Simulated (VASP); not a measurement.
# Au in VASP: further runs

The runs below take Au through single point, with PBE.

Everything below comes from runs of VASP 6.6.1. Logs are shortened: lines on timing, memory, paths and dates and some standing lists are left out, and cuts for length are marked.

## Step 1: The structure

The cell holds a slab with vacuum, 9 atoms: a = 4.080 Å, b = 2.885 Å, c = 27.540 Å, α = 90.00°, β = 90.00°, γ = 90.00°.

The cell was built by a generator and needn't be a form met in nature.

## Step 2: Single point, PBE

INCAR reads:

```
SYSTEM = Au
  PREC = Accurate
  ENCUT = 520
  EDIFF = 1E-7
  ISMEAR = 0
  SIGMA = 0.05
  LREAL = .False.
  LASPH = .True.
  NELM = 100
  ALGO = Fast
  ISIF = 2
  LWAVE = .False.
  LCHARG = .True.
  LDIPOL = .True.
  IDIPOL = 3
  DIPOL = 0.5 0.5 0.500
  GGA = PE
  LELF = .True.
  LVHAR = .True.
  LVACPOTAV = .True.
  NBANDS = 60
```

KPOINTS reads:

```
Automatic mesh
0
Gamma
  12 16 1
  0 0 0
```

POSCAR reads:

```
Au
1.0
    4.0800000000      0.0000000000      0.0000000000
    0.0000000000      2.8849956672      0.0000000000
    0.0000000000      0.0000000000     27.5399826690
Au
9
Direct
    0.0000000000      0.0000000000      0.2827879868
    0.5000000000      0.5000000000      0.3321228638
    0.0000000000      0.0000000000      0.3902792526
    0.5000000000      0.5000000000      0.4445367853
    0.0000000000      0.0000000000      0.5000000008
    0.5000000000      0.5000000000      0.5554632148
    0.0000000000      0.0000000000      0.6097207469
    0.5000000000      0.5000000000      0.6678771352
    0.0000000000      0.0000000000      0.7172120137
```

Potentials or basis: VASP PAW PBE potentials, release 64 (Au).

The run is started by

```sh
$ cat potpaw_PBE.64/Au/POTCAR > POTCAR
$ mpirun -np 1 vasp_std > vasp.out
```

OUTCAR:

```text
SYSTEM = Au
   PREC = Accurate
   ENCUT = 520
   EDIFF = 1E-7
   ISMEAR = 0
   LREAL = .False.
   LASPH = .True.
   NELM = 100
   ISIF = 2
   GGA = PE

 ion  position               nearest neighbor table
   1  0.000  0.000  0.283-   2 2.84   2 2.84   2 2.84   2 2.84   3 2.96
   2  0.500  0.500  0.332-   1 2.84   1 2.84   1 2.84   1 2.84   3 2.97   3 2.97   3 2.97   3 2.97
                             4 3.10
   3  0.000  0.000  0.390-   4 2.91   4 2.91   4 2.91   4 2.91   1 2.96   2 2.97   2 2.97   2 2.97
                             2 2.97   5 3.02
   4  0.500  0.500  0.445-   3 2.91   3 2.91   3 2.91   3 2.91   5 2.93   5 2.93   5 2.93   5 2.93
                             6 3.05   2 3.10
   5  0.000  0.000  0.500-   6 2.93   6 2.93   6 2.93   6 2.93   4 2.93   4 2.93   4 2.93   4 2.93
                             7 3.02   3 3.02
   6  0.500  0.500  0.555-   7 2.91   7 2.91   7 2.91   7 2.91   5 2.93   5 2.93   5 2.93   5 2.93
                             4 3.05   8 3.10
   7  0.000  0.000  0.610-   6 2.91   6 2.91   6 2.91   6 2.91   9 2.96   8 2.97   8 2.97   8 2.97
                             8 2.97   5 3.02
   8  0.500  0.500  0.668-   9 2.84   9 2.84   9 2.84   9 2.84   7 2.97   7 2.97   7 2.97   7 2.97
                             6 3.10
   9  0.000  0.000  0.717-   8 2.84   8 2.84   8 2.84   8 2.84   7 2.96

  LATTYP: Found a simple orthorhombic cell.
 ALAT       =     2.8849956672
 B/A-ratio  =     1.4142135624
 C/A-ratio  =     9.5459355389

  Lattice vectors:

 A1 = (   0.0000000000,  -2.8849956672,   0.0000000000)
 A2 = (   4.0800000000,   0.0000000000,   0.0000000000)
 A3 = (   0.0000000000,   0.0000000000,  27.5399826690)

Analysis of symmetry for initial positions (statically):
=====================================================================
 Subroutine PRICEL returns:
 Original cell was already a primitive cell.

 Routine SETGRP: Setting up the symmetry group for a
 simple orthorhombic supercell.

 Subroutine GETGRP returns: Found  8 space group operations
 (whereof  8 operations were pure point group operations)
 out of a pool of  8 trial point group operations.

The static configuration has the point symmetry D_2h.

Analysis of symmetry for dynamics (positions and initial velocities):
=====================================================================
 Subroutine PRICEL returns:
 Original cell was already a primitive cell.

[... 126 lines left out ...]
   NFREE  =      0    steps in history (QN), initial steepest desc. (CG)
   ISIF   =      2    stress and relaxation
   ISYM   =      2    0-nonsym 1-usesym 2-fastsym
   POTIM  = 0.5000    time-step for ionic-motion
   TEBEG  =    0.0;   TEEND  =   0.0 temperature during run
   PSTRESS=    0.0 pullay stress
   NELECT =      99.0000    total number of electrons
   NUPDOWN=      -1.0000    fix difference up-down
   EMIN   =  10.00;   EMAX   =-10.00  energy-range for DOS
   EFERMI =   0.00;   METHOD = LEGACY
   ISMEAR =     0;   SIGMA  =   0.05  broadening in eV -4-tet -1-fermi 0-gaus
   EFERMI_NEDOS =   21; number of points for ismear=-14 and -15
   IALGO  =     68    algorithm
   IMIX   =      4    mixing-type and parameters
     AMIX     =   0.40;   BMIX     =  1.00
     AMIX_MAG =   1.60;   BMIX_MAG =  1.00
  volume/ion in A,a.u.               =      36.02       243.07
  Fermi-wavevector in a.u.,A,eV,Ry     =   1.102462  2.083351 16.536822  1.215422
  Thomas-Fermi vector in A             =   2.238905
   LORBIT       =      0    0 simple, 1 ext, 2 COOP (PROOUT), +10 PAW based schemes
   GGA     = PE    functional components
   LHFCALC =     F    Hartree Fock is set to
   AEXX    =    0.0000 exact exchange contribution
   IVDW    =     0    specifies the selected vdW correction
   LEPSILON=     F    determine dielectric tensor
   LRPA    =     F    only Hartree local field effects (RPA)
 non-spin polarized calculation
 RMM-DIIS sequential band-by-band and
 Gauss-broadening in eV      SIGMA  =   0.05
  energy-cutoff  :      520.00
  volume of cell :      324.17
 maximum number of plane-waves:      8788
   NGX = 15   NGY = 11   NGZ =103

 dipolmoment           0.000000      0.000000     -0.000000 electrons x Angstroem

 number of electron      98.9999988 magnetization

 dipolmoment           0.000000      0.000000      0.000000 electrons x Angstroem

 Free energy of the ion-electron system (eV)
  ---------------------------------------------------
  ext. energy  EPLUGINS =         0.00000000
  ---------------------------------------------------
  free energy    TOTEN  =       -27.64709525 eV

  energy without entropy =      -27.64316405  energy(sigma->0) =      -27.64512965

 E-fermi :   1.7953     XC(G=0):  -6.7978

 val. band max:        1.7864873741   @ k =   0.0833   0.5000   0.0000
 cond. band min:       1.7992402020   @ k =   0.2500   0.5000   0.0000
 fundamental gap:      0.0127528279
 Fermi energy:         1.7952971627

 k-point     1 :       0.0000    0.0000    0.0000
  band No.  band energies     occupation
      1      -7.3587      2.00000
      2      -6.7038      2.00000
      3      -5.8108      2.00000
      4      -4.8450      2.00000
      5      -4.7677      2.00000
      6      -4.5050      2.00000
[... 1501 lines left out ...]
     59       8.0585      0.00000
     60       8.0735      0.00000

 [... further k-points ...]
[... 5 lines left out ...]
  --------------------------------------------------------------------------------------
  -------------------------------------------------------------------------------------
  Total       -0.5710268     -1.2219710     -0.1529044     -0.0000000      0.0000000      0.0000000
  in kB       -2.8222669     -6.0395211     -0.7557212     -0.0000000      0.0000000      0.0000000
  external PRESSURE =      -3.2058364 kB  Pullay stress =       0.0000000 kB

 VOLUME and BASIS-vectors are now :
 -----------------------------------------------------------------------------
  energy-cutoff  :      520.00
  volume of cell :      324.17
      direct lattice vectors                 reciprocal lattice vectors
     4.080000000  0.000000000  0.000000000     0.245098039  0.000000000  0.000000000
     0.000000000  2.884995667  0.000000000     0.000000000  0.346620971  0.000000000
     0.000000000  0.000000000 27.539982669     0.000000000  0.000000000  0.036310843

 POSITION                                       TOTAL-FORCE (eV/Angst)
 -----------------------------------------------------------------------------------
      0.00000      0.00000      7.78798         0.000000      0.000000      0.001987
      2.04000      1.44250      9.14666         0.000000      0.000000      0.002327
      0.00000      0.00000     10.74828         0.000000      0.000000      0.000591
      2.04000      1.44250     12.24254         0.000000      0.000000     -0.003953
      0.00000      0.00000     13.76999         0.000000      0.000000      0.000000
      2.04000      1.44250     15.29745         0.000000      0.000000      0.003953
      0.00000      0.00000     16.79170         0.000000      0.000000     -0.000591
      2.04000      1.44250     18.39332         0.000000     -0.000000     -0.002327
      0.00000      0.00000     19.75201        -0.000000      0.000000     -0.001987
 -----------------------------------------------------------------------------------
    total drift:                                0.000000      0.000000      0.000005

  FREE ENERGIE OF THE ION-ELECTRON SYSTEM (eV)
  ---------------------------------------------------
  free  energy   TOTEN  =       -27.6470952515 eV

  energy  without entropy=      -27.6431640464  energy(sigma->0) =      -27.64512965

 vacuum level on the upper side and lower side of the slab         6.769         6.769
```

OSZICAR:

```text
N       E                     dE             d eps       ncg     rms          rms(c)
DAV:   1     0.670298930712E+03    0.67030E+03   -0.46455E+04  7576   0.145E+03
DAV:   2     0.178357468097E+01   -0.66852E+03   -0.62433E+03  8668   0.304E+02
DAV:   3    -0.292200752817E+02   -0.31004E+02   -0.29990E+02  8488   0.591E+01
[... 17 lines left out ...]
RMM:  21    -0.276470947105E+02   -0.27329E-06   -0.26865E-08  3195   0.383E-04    0.912E-05
RMM:  22    -0.276470949298E+02   -0.21929E-06   -0.13640E-08  2559   0.331E-04    0.816E-05
RMM:  23    -0.276470950538E+02   -0.12398E-06   -0.27337E-09  1769   0.279E-04    0.739E-05
RMM:  24    -0.276470951701E+02   -0.11626E-06   -0.35567E-09  1916   0.281E-04    0.417E-05
RMM:  25    -0.276470952515E+02   -0.81451E-07   -0.12619E-09  1551   0.266E-04
   1 F= -.27647095E+02 E0= -.27645130E+02  d E =-.393121E-02
```

Run time: 19 min. Hardware: 1 thread of Intel Xeon 6975P-C (Granite Rapids), shared host; peak memory 0.92 GiB.

What came out:

```yaml
Free_energy: -27.6471 eV
Largest_force: 0.004 eV/Å
Band_gap_on_the_k_mesh: none (metal or under the smearing width)
Work_function_of_the_upper_face: 4.97 eV
Work_function_of_the_lower_face: 4.97 eV
```

Forces in eV/Å, atoms in the order of the input:
```
Au   0.000  0.000  0.002
Au   0.000  0.000  0.002
Au   0.000  0.000  0.001
Au   0.000  0.000 -0.004
Au   0.000  0.000  0.000
Au   0.000  0.000  0.004
Au   0.000  0.000 -0.001
Au   0.000  0.000 -0.002
Au   0.000  0.000 -0.002
```

Levels at points of the mesh, in eV from the Fermi level:
| k point | band 48 | band 49 | band 50 | band 51 | band 52 | band 53 |
| --- | --- | --- | --- | --- | --- | --- |
| (0.00, 0.00, 0.00) | -1.65 | -1.61 | -1.28 | -0.21 | 1.45 | 2.00 |
| (0.50, 0.00, 0.00) | -1.83 | -1.77 | -1.75 | -1.60 | -1.46 | -0.79 |
| (0.00, 0.50, 0.00) | 0.17 | 0.23 | 0.51 | 0.53 | 0.79 | 1.26 |
| (0.50, 0.50, 0.00) | 1.30 | 1.46 | 2.81 | 3.00 | 3.09 | 3.12 |

Spin-orbit coupling is left out, which matters for the levels of Au.

## Step 3: Single point, PBE

This run uses another cell than the first one: it holds 7 atoms, not 9.

INCAR reads:

```
SYSTEM = Au
PREC = Accurate
ENCUT = 520
EDIFF = 1E-6
ISMEAR = 0
SIGMA = 0.05
LREAL = .False.
LASPH = .True.
NELM = 100
ALGO = Fast
ISIF = 2
LWAVE = .False.
LCHARG = .False.
LDIPOL = .True.
IDIPOL = 3
DIPOL = 0.5 0.5 0.500
GGA = PE
NBANDS = 48
```

KPOINTS reads:

```
Automatic mesh
0
Gamma
  16 16 1
  0 0 0
```

POSCAR reads:

```
Au
1.0
    2.8849956672      0.0000000000      0.0000000000
    0.0000000000      2.8849956672      0.0000000000
    0.0000000000      0.0000000000     28.2400000000
Au
7
Direct
    0.0000000000      0.0000000000      0.2732167674
    0.5000000000      0.5000000000      0.3482592145
    0.0000000000      0.0000000000      0.4240456387
    0.5000000000      0.5000000000      0.4999999999
    0.0000000000      0.0000000000      0.5759543609
    0.5000000000      0.5000000000      0.6517407842
    0.0000000000      0.0000000000      0.7267832344
```

Potentials or basis: VASP PAW PBE potentials, release 64 (Au).

The run is started by

```sh
$ cat potpaw_PBE.64/Au/POTCAR > POTCAR
$ mpirun -np 1 vasp_std > vasp.out
```

OUTCAR:

```text
SYSTEM = Au
   PREC = Accurate
   ENCUT = 520
   EDIFF = 1E-6
   ISMEAR = 0
   LREAL = .False.
   LASPH = .True.
   NELM = 100
   ISIF = 2
   GGA = PE

 ion  position               nearest neighbor table
   1  0.000  0.000  0.273-   2 2.94   2 2.94   2 2.94   2 2.94
   2  0.500  0.500  0.348-   1 2.94   1 2.94   1 2.94   1 2.94   3 2.96   3 2.96   3 2.96   3 2.96

   3  0.000  0.000  0.424-   2 2.96   2 2.96   2 2.96   2 2.96   4 2.96   4 2.96   4 2.96   4 2.96

   4  0.500  0.500  0.500-   5 2.96   5 2.96   5 2.96   5 2.96   3 2.96   3 2.96   3 2.96   3 2.96

   5  0.000  0.000  0.576-   6 2.96   6 2.96   6 2.96   6 2.96   4 2.96   4 2.96   4 2.96   4 2.96

   6  0.500  0.500  0.652-   7 2.94   7 2.94   7 2.94   7 2.94   5 2.96   5 2.96   5 2.96   5 2.96

   7  0.000  0.000  0.727-   6 2.94   6 2.94   6 2.94   6 2.94

  LATTYP: Found a simple tetragonal cell.
 ALAT       =     2.8849956672
 C/A-ratio  =     9.7885762260

  Lattice vectors:

 A1 = (   2.8849956672,   0.0000000000,   0.0000000000)
 A2 = (   0.0000000000,   2.8849956672,   0.0000000000)
 A3 = (   0.0000000000,   0.0000000000,  28.2400000000)

Analysis of symmetry for initial positions (statically):
=====================================================================
 Subroutine PRICEL returns:
 Original cell was already a primitive cell.

 Routine SETGRP: Setting up the symmetry group for a
 simple tetragonal supercell.

 Subroutine GETGRP returns: Found 16 space group operations
 (whereof 16 operations were pure point group operations)
 out of a pool of 16 trial point group operations.

The static configuration has the point symmetry D_4h.

Analysis of symmetry for dynamics (positions and initial velocities):
=====================================================================
[... 146 lines left out ...]
   LHFCALC =     F    Hartree Fock is set to
   AEXX    =    0.0000 exact exchange contribution
   IVDW    =     0    specifies the selected vdW correction
   LEPSILON=     F    determine dielectric tensor
   LRPA    =     F    only Hartree local field effects (RPA)
 non-spin polarized calculation
 RMM-DIIS sequential band-by-band and
 Gauss-broadening in eV      SIGMA  =   0.05
  energy-cutoff  :      520.00
  volume of cell :      235.05
 maximum number of plane-waves:      6381
 NGX is ok and might be reduce to    24
   NGX = 11   NGY = 11   NGZ =105

 number of electron      77.0000011 magnetization

 dipolmoment           0.000000      0.000000      0.000000 electrons x Angstroem

 Free energy of the ion-electron system (eV)
  ---------------------------------------------------
  ext. energy  EPLUGINS =         0.00000000
  ---------------------------------------------------
  free energy    TOTEN  =       -21.66538208 eV

  energy without entropy =      -21.66226293  energy(sigma->0) =      -21.66382250

 E-fermi :   2.2105     XC(G=0):  -7.1780

 val. band max:        2.1935432432   @ k =   0.5000   0.0000   0.0000
 cond. band min:       2.2439736334   @ k =   0.4375   0.1875   0.0000
 fundamental gap:      0.0504303902
 Fermi energy:         2.2104750979

 k-point     1 :       0.0000    0.0000    0.0000
  band No.  band energies     occupation
      1      -6.9700      2.00000
      2      -6.4098      2.00000
      3      -5.5626      2.00000
      4      -4.6914      2.00000
      5      -4.4477      2.00000
      6      -4.1002      2.00000
[... 1213 lines left out ...]
     47       7.3801      0.00000
     48       8.1454      0.00000

 [... further k-points ...]

------------------------ aborting loop because EDIFF is reached ----------------------------------------

 vacuum level on the upper side and lower side of the slab       (xc-potential included)        -0.006        -0.006

  FORCE on cell =-STRESS in cart. coord.  units (eV):
  Direction    XX          YY          ZZ          XY          YZ          ZX
  --------------------------------------------------------------------------------------
  -------------------------------------------------------------------------------------
  Total       -1.1869304     -1.1869304     -0.1815240      0.0000000      0.0000000      0.0000000
  in kB       -8.0906014     -8.0906014     -1.2373419      0.0000000      0.0000000      0.0000000
  external PRESSURE =      -5.8061816 kB  Pullay stress =       0.0000000 kB

 VOLUME and BASIS-vectors are now :
 -----------------------------------------------------------------------------
  energy-cutoff  :      520.00
  volume of cell :      235.05
      direct lattice vectors                 reciprocal lattice vectors
     2.884995667  0.000000000  0.000000000     0.346620971  0.000000000  0.000000000
     0.000000000  2.884995667  0.000000000     0.000000000  0.346620971  0.000000000
     0.000000000  0.000000000 28.240000000     0.000000000  0.000000000  0.035410765

 POSITION                                       TOTAL-FORCE (eV/Angst)
 -----------------------------------------------------------------------------------
      0.00000      0.00000      7.71564         0.000000     -0.000000      0.007707
      1.44250      1.44250      9.83484        -0.000000      0.000000     -0.000620
      0.00000      0.00000     11.97505        -0.000000     -0.000000     -0.001013
      1.44250      1.44250     14.12000         0.000000     -0.000000      0.000000
      0.00000      0.00000     16.26495         0.000000      0.000000      0.001013
      1.44250      1.44250     18.40516        -0.000000     -0.000000      0.000620
      0.00000      0.00000     20.52436         0.000000     -0.000000     -0.007707
 -----------------------------------------------------------------------------------
    total drift:                                0.000000     -0.000000      0.000002

  FREE ENERGIE OF THE ION-ELECTRON SYSTEM (eV)
  ---------------------------------------------------
  free  energy   TOTEN  =       -21.6653820758 eV

  energy  without entropy=      -21.6622629281  energy(sigma->0) =      -21.66382250

 vacuum level on the upper side and lower side of the slab         7.308         7.308
```

It took 4.5 min on 1 thread of Intel Xeon 6975P-C (Granite Rapids), shared host; peak memory 0.55 GiB.

What came out:

* Free energy: -21.6654 eV
* Largest force: 0.008 eV/Å
* Band gap on the k mesh: none (metal or under the smearing width)

Forces on the atoms (eV/Å):
```
Au   0.000  0.000  0.008
Au   0.000  0.000 -0.001
Au   0.000  0.000 -0.001
Au   0.000  0.000  0.000
Au   0.000  0.000  0.001
Au   0.000  0.000  0.001
Au   0.000  0.000 -0.008
```

The run has no spin-orbit coupling, so splittings on Au are missing.
